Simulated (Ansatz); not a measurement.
C (space group P6_3/mmc) relaxed with several functionals in Ansatz (plane waves to 420 eV, scalar-relativistic PAW, no spin-orbit coupling, symmetry kept). The database cell has 8.97 Å³/atom; its temperature or method isn't stated, so the comparison with it is no error of the functional. No moments.

```tsv
functional	conventional cell	V (Å³/atom)	against the database cell (%)	gap on mesh (eV)	largest moment (μB)
PBE+D3(BJ)	a = 2.465 Å, b = 2.465 Å, c = 6.741 Å, α = 90.00°, β = 90.00°, γ = 120.00°	8.87	-1.1	0.00	0.00
LDA	a = 2.445 Å, b = 2.445 Å, c = 6.652 Å, α = 90.00°, β = 90.00°, γ = 120.00°	8.61	-4.0	0.00	0.00
PBE	a = 2.467 Å, b = 2.467 Å, c = 8.529 Å, α = 90.00°, β = 90.00°, γ = 120.00°	11.23	25.3	0.00	0.00
```